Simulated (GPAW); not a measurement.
# NiO (Fm-3m) in GPAW: notebook

One crystal, NiO, is run at these levels: PBE+U, LDA+U; tasks: single point.

All numbers are computed with GPAW 26.7.0; they aren't measurements. Logs are shortened: lines on timing, memory, paths and dates and some standing lists are left out, and cuts for length are marked. The log counts tension as positive stress, the text compression.

**What was measured.**

From “Local correlations, non-local screening, multiplets, and band formation in NiO”, 2012, arxiv:1210.6675, for a bulk crystal of NiO: band gap 4.3 eV.

How close the calculation comes is told below.

**1. Starting point**

Symmetry: Fm-3m, No. 225, cubic system. Conventional cell: a = 4.183 Å, b = 4.183 Å, c = 4.183 Å, α = 90.00°, β = 90.00°, γ = 90.00°. Ni (site symmetry m-3m) is surrounded by 6 O at 2.09 Å. Around O (site symmetry m-3m) lie 6 Ni at 2.09 Å.

**2. Single point, PBE+U, collinear spin, random start**

File run.py:

```python
from ase.dft.bandgap import bandgap
from ase.io import read, write
from ase.units import GPa
from gpaw import GPAW, PW

atoms = read('NiO.xyz')
atoms.set_initial_magnetic_moments([0.04, 0.0])

calc = GPAW(mode=PW(800),
            xc='PBE',
            kpts={'size': (8, 8, 8), 'gamma': True},
            occupations={'name': 'methfessel-paxton', 'order': 0, 'width': 0.05},
            setups={'Ni': ':d,8.0'},
            nbands=22,
            convergence={'density': 1e-05, 'energy': 1e-05},
            maxiter=150,
            txt='gpaw.txt')
atoms.calc = calc
energy = atoms.get_potential_energy()
forces = atoms.get_forces()
stress = atoms.get_stress()
calc.write('gs.gpw')
write('result.traj', atoms)
print(f'Energy: {energy:.6f} eV')
print('Forces (eV/A):')
print(forces.round(4))
print('Stress (GPa):', (stress / GPa).round(3))
print('Moments:', calc.get_magnetic_moments().round(3))
print('Fermi level:', round(calc.get_fermi_level(), 4), 'eV')
print(f'Gap: {bandgap(calc)[0]:.4f} eV, direct: {bandgap(calc, direct=True)[0]:.4f} eV')
```

File NiO.xyz:

```xyz
2
Lattice="0.0000000000 2.0913095100 2.0913095100 2.0913095100 0.0000000000 2.0913095100 2.0913095100 2.0913095100 0.0000000000" Properties=species:S:1:pos:R:3 pbc="T T T"
Ni     0.0000000000      0.0000000000      0.0000000000
O      2.0913095100      2.0913095100      2.0913095100
```

Potentials or basis: GPAW PAW data sets (gpaw-data 1.2.1), pw.

Command:

```bash
OMP_NUM_THREADS=1 python run.py
```

gpaw.txt:

```text
__  _  _
 | _ |_)|_||  |
 |__||  | ||/\| - 26.7.0

Input parameters:
  mode=PW(ecut=800.0),
  convergence={'density': 1e-05, 'energy': 1e-05},
  kpts=MonkhorstPack(size=(8, 8, 8), gamma=True),
  maxiter=150,
  nbands=22,
  occupations=Occupations(name='methfessel-paxton', order=0, width=0.05),
  setups={'Ni': ':d,8.0'},
  xc=XC(name='PBE')

Diagonalizing LCAO Hamiltonian
Converting LCAO to pw mode

              O

       Ni

Atoms  # Å, Bohr magnetons
|   | symbol |        x |        y |        z |    initial magnetic moments |
|---|--------|----------|----------|----------|-----------------------------|
| 0 |     Ni | 0.000000 | 0.000000 | 0.000000 | ( 0.0000,  0.0000,  0.0400) |
| 1 |      O | 2.091310 | 2.091310 | 2.091310 | ( 0.0000,  0.0000,  0.0000) |

Unit cell  # Å
| periodic |        x |        y |        z |  lengths |    angles |
|----------|----------|----------|----------|----------|-----------|
|      yes | 0.000000 | 2.091310 | 2.091310 | 2.957558 | 60.000000 |
|      yes | 2.091310 | 0.000000 | 2.091310 | 2.957558 | 60.000000 |
|      yes | 2.091310 | 2.091310 | 0.000000 | 2.957558 | 60.000000 |

Number of symmetries: 48
Symmetry operations  # r_c * U_cc + t_c -> r_c
|    | kind |            matrix            |
|----|------|------------------------------|
|  0 |  σ   |  1, 0, 0,  1, 0,-1,  1,-1, 0 |
|  1 |  C2  |  1, 0, 0,  1,-1, 0,  1, 0,-1 |
|  2 |  E   |  1, 0, 0,  0, 1, 0,  0, 0, 1 |
|  3 |  σ   |  1, 0, 0,  0, 0, 1,  0, 1, 0 |
|  4 |  C4  |  1, 0,-1,  1, 0, 0,  1,-1, 0 |
|  5 |  S6  |  1, 0,-1,  1,-1, 0,  1, 0, 0 |
|  6 |  σ   |  1, 0,-1,  0, 1,-1,  0, 0,-1 |
|  7 |  C3  |  1, 0,-1,  0, 0,-1,  0, 1,-1 |
|  8 |  S6  |  1,-1, 0,  1, 0, 0,  1, 0,-1 |
|  9 |  C4  |  1,-1, 0,  1, 0,-1,  1, 0, 0 |
| 10 |  C3  |  1,-1, 0,  0,-1, 1,  0,-1, 0 |
| 11 |  σ   |  1,-1, 0,  0,-1, 0,  0,-1, 1 |
| 12 |  σ   |  0, 1, 0,  1, 0, 0,  0, 0, 1 |
| 13 |  C4  |  0, 1, 0,  0, 1,-1, -1, 1, 0 |
| 14 |  C3  |  0, 1, 0,  0, 0, 1,  1, 0, 0 |
| 15 |  S6  |  0, 1, 0, -1, 1, 0,  0, 1,-1 |
| 16 |  C2  |  0, 1,-1,  1, 0,-1,  0, 0,-1 |
| 17 |  σ   |  0, 1,-1,  0, 1, 0, -1, 1, 0 |
| 18 |  S4  |  0, 1,-1,  0, 0,-1,  1, 0,-1 |
| 19 |  C4  |  0, 1,-1, -1, 1, 0,  0, 1, 0 |
| 20 |  C3  |  0, 0, 1,  1, 0, 0,  0, 1, 0 |
| 21 |  σ   |  0, 0, 1,  0, 1, 0,  1, 0, 0 |
| 22 |  S6  |  0, 0, 1,  0,-1, 1, -1, 0, 1 |
| 23 |  C4  |  0, 0, 1, -1, 0, 1,  0,-1, 1 |
| 24 |  S4  |  0, 0,-1,  1, 0,-1,  0, 1,-1 |
| 25 |  C3  |  0, 0,-1,  0, 1,-1,  1, 0,-1 |
| 26 |  C2  |  0, 0,-1,  0,-1, 0, -1, 0, 0 |
| 27 |  S6  |  0, 0,-1, -1, 0, 0,  0,-1, 0 |
| 28 |  S4  |  0,-1, 1,  1,-1, 0,  0,-1, 0 |
| 29 |  C4  |  0,-1, 1,  0, 0, 1, -1, 0, 1 |
| 30 |  C2  |  0,-1, 1,  0,-1, 0,  1,-1, 0 |
| 31 |  σ   |  0,-1, 1, -1, 0, 1,  0, 0, 1 |
| 32 |  C3  |  0,-1, 0,  1,-1, 0,  0,-1, 1 |
| 33 |  S6  |  0,-1, 0,  0, 0,-1, -1, 0, 0 |
| 34 |  S4  |  0,-1, 0,  0,-1, 1,  1,-1, 0 |
| 35 |  C2  |  0,-1, 0, -1, 0, 0,  0, 0,-1 |
| 36 |  C2  | -1, 1, 0,  0, 1, 0,  0, 1,-1 |
[... 132 lines left out ...]
    width: 0.0500  # eV
    order: 0

poisson solver:
  ecut: 6400.0  # eV

xc functional:
  name: PBE with 2 nearest neighbor stencil

convergence criteria:
- Maximum integral of absolute [dens]ity change: 1e-05 electrons / valence electron
- Maximum [total energy] change in last 3 cyles: 1e-05 eV / valence electron
- Maximum integral of absolute [eigenst]ate change: 4e-08 eV^2 / valence electron
maximum number of iterations: 150

SCF iterations
|iter     | |      energy | eigst |  dens |  magmom |
|---------|-|-------------|-------|-------|---------|
|iter:   1| |   -9.052421 | +0.01 |       |  +0.0400|
|iter:   2| |   -8.835902 | -2.58 | -1.17 |  +0.0425|
|iter:   3| |   -8.893091 | -2.54 | -1.21 |  +0.0963|
|iter:   4| |   -9.292406 | -2.92 | -1.47 |  +0.2015|
|iter:   5| |  -10.122829 | -3.16 | -1.48 |  +0.5553|
|iter:   6| |   -9.721257 | -3.78 | -1.12 |  +0.4383|
|iter:   7| |   -9.447322 | -3.87 | -1.33 |  +0.2839|
|iter:   8| |   -9.883722 | -3.89 | -1.47 |  +0.4137|
|iter:   9| |   -9.519640 | -4.09 | -1.15 |  +0.2878|
|iter:  10| |   -9.534014 | -3.56 | -1.37 |  +0.1289|
|iter:  11| |   -9.488775 | -3.69 | -1.32 |  +0.1894|
[... 6 lines left out ...]
|iter:  18| |   -9.435135 | -4.58 | -1.47 |  +0.1497|
|iter:  19| |   -9.359096 | -4.38 | -1.48 |  +0.1050|
|iter:  20| |   -9.331448 | -4.53 | -1.94 |  +0.0247|
|iter:  21| |   -9.333256 | -5.22 | -2.28 |  +0.0085|
|iter:  22| |   -9.332088 | -6.17 | -2.16 |  +0.0091|
|iter:  23| |   -9.334158 | -5.10 | -2.58 |  +0.0132|
|iter:  24| |   -9.333419 | -6.44 | -2.28 |  +0.0150|
|iter:  25| |   -9.332710 | -6.45 | -2.36 |  +0.0135|
|iter:  26| |   -9.332012 | -6.05 | -2.52 |  +0.0023|
|iter:  27| |   -9.332167 | -6.35 | -3.15 |  +0.0030|
|iter:  28| |   -9.332023c| -7.55c| -2.81 |  +0.0008|
|iter:  29| |   -9.332011c| -7.80c| -3.33 |  -0.0001|
|iter:  30| |   -9.332011c| -8.47c| -3.86 |  -0.0000|
|iter:  31| |   -9.332010c| -7.93c| -4.51 |  -0.0000|
|iter:  32| |   -9.332010c| -8.79c| -5.38c|  -0.0000|

Converged in 32 steps
Energy contributions relative to reference atoms: (reference = -43408.850748)

Energy contributions:
  Kinetic:          35.908249
  Coulomb:         -30.861112
  Zero:              0.202410
  External:          0.000000
  Xc:              -14.578848
  Entropy:          -0.005419
  Spinorbit:         0.000000
  ----------------------------
  Free energy:      -9.334720
  Extrapolated:     -9.332010

dipole moment: (-8.214012, -8.214012, -8.214012)  # |e|*Ang

Total magnetic moment: (0.000000, 0.000000, -0.000001)

Local magnetic moments
|        x |        y |         z |
|----------|----------|-----------|
| 0.000000 | 0.000000 | -0.000004 |  # Ni   0
| 0.000000 | 0.000000 | -0.000001 |  # O    1

Fermi level: 7.808
Eigenvalues  # (at kpt = [0.000, 0.000, 0.000])
| band index |      eig [eV] | occ [0-1] |      eig [eV] | occ [0-1] |
|------------|---------------|-----------|---------------|-----------|
|          0 |       -54.335 |     1.000 |       -54.335 |     1.000 |
|        ... |               |           |               |           |
|          4 |         3.155 |     1.000 |         3.155 |     1.000 |
|          5 |         3.155 |     1.000 |         3.155 |     1.000 |
|          6 |         3.155 |     1.000 |         3.155 |     1.000 |
|          7 |         4.614 |     1.000 |         4.614 |     1.000 |
|          8 |         4.614 |     1.000 |         4.614 |     1.000 |
|          9 |         4.614 |     1.000 |         4.614 |     1.000 |
[... 8 lines left out ...]
|         18 |        30.391 |     0.000 |        30.391 |     0.000 |
|         19 |        30.391 |     0.000 |        30.391 |     0.000 |
|        ... |               |           |               |           |
|         21 |        33.589 |     0.000 |        33.589 |     0.000 |

No gap
No difference between direct/indirect transitions

Forces  # eV/Ang
|       x |        y |        z |
|---------|----------|----------|
| 0.00000 |  0.00000 |  0.00000 |  # Ni   0
| 0.00000 | -0.00000 | -0.00000 |  # O    1

Stress tensor  # eV/Ang^3
|         x |         y |         z |
|-----------|-----------|-----------|
|  0.020770 |  0.000000 | -0.000000 |
|  0.000000 |  0.020770 | -0.000000 |
| -0.000000 | -0.000000 |  0.020770 |

# Writing to gs.gpw (mode='')
```

stdout:

```text
Energy: -9.332010 eV
Forces (eV/A):
[[ 0.  0.  0.]
 [ 0. -0. -0.]]
Stress (GPa): [ 3.328  3.328  3.328 -0.    -0.     0.   ]
Moments: [-0. -0.]
Fermi level: 7.8082 eV
Gap: 0.0000 eV, direct: 0.0000 eV
```

It took 33 s on 1 thread of Intel Xeon 6975P-C (Granite Rapids), shared host; peak memory 0.17 GiB.

Results:

```yaml
Free_energy: -9.3347 eV
Pressure: -3.3 GPa
Band_gap_on_the_k_mesh: none (metal or under the smearing width)
Net_moment: 0.00 μB per cell
```

Levels at points of the mesh, in eV from the Fermi level:
Spin up:
```
           k point  band 9  band 10  band 11  band 12  band 13  band 14
(0.00, 0.00, 0.00)   -3.19    -3.19    -1.69    -1.69     1.69    17.86
(0.50, 0.50, 0.00)   -3.68    -3.68    -1.28    -0.72     6.58    10.53
(0.50, 0.50, 0.50)   -3.62    -3.07     1.25     1.25     5.71    10.00
```
Spin down:
```
           k point  band 9  band 10  band 11  band 12  band 13  band 14
(0.00, 0.00, 0.00)   -3.19    -3.19    -1.69    -1.69     1.69    17.86
(0.50, 0.50, 0.00)   -3.68    -3.68    -1.28    -0.72     6.58    10.53
(0.50, 0.50, 0.50)   -3.62    -3.07     1.25     1.25     5.71    10.00
```

Caveat: the stock nickel data set gives pressures a few GPa off other programs; the run has no moments, though such compounds are often magnetic; a magnetic state may lie lower.

[end of part 1 of 2]
